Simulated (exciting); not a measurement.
A run of exciting (release sodium) is set up as follows.

Contents of input.xml:

```xml
<input>
  <title>Au</title>
  <structure speciespath="./" tshift="false" cartesian="true">
    <crystal scale="5.9033727004">
      <basevect>0.999999999994 0.000000000000 0.000000000000</basevect>
      <basevect>-0.500000000013 0.866025403816 0.000000000000</basevect>
      <basevect>0.000000000000 0.000000000000 1.682758620712</basevect>
    </crystal>
    <species speciesfile="Au.xml" rmt="2.3">
      <atom coord="2.951686350446 1.704156908743 2.483487825718"/>
      <atom coord="-0.000000000358 3.408313817998 7.450463477154"/>
    </species>
  </structure>
  <groundstate do="fromscratch" ngridk="11 11 6" rgkmax="9" gmaxvr="14" lmaxapw="10" lmaxmat="10" lmaxvr="8" stype="Gaussian" swidth="0.00183747" nempty="18" ValenceRelativity="iora*" epsengy="1e-05" epspot="1e-05" maxscl="60" tforce="true" outputlevel="normal">
    <libxc exchange="XC_GGA_X_AM05" correlation="XC_GGA_C_AM05"/>
  </groundstate>
  <properties>
    <EFG/>
    <mossbauer/>
  </properties>
</input>
```

Potentials or basis: all-electron LAPW+lo, shipped species files, valence relativity iora*.

Run with:

```console
$ OMP_NUM_THREADS=1 exciting_smp
```

Problem. Estimate the largest force.

Solution. 0.008 eV/Å.

Problem. What does it give for the band gap on the k mesh?

Solution. None (metal or under the smearing width).

Electric field gradients, principal values (1e21 V/m²):
```
atom     Vxx     Vyy    Vzz     η
1 Au  -0.433  -0.433  0.867  0.00
2 Au  -0.433  -0.433  0.867  0.00
```

Caveat: the field gradient of a metal still moves by tens of percent with the k mesh; the log's total energy holds no entropy term; the free energy is that total less TS from the occupations; EFG.OUT prints the tensor in atomic units and with the sign opposite to the usual one; the basis of Au and Ba changes in steps between geometries, so energy differences can be off by several meV. Spin-orbit coupling is left out, which matters for the levels of Au.
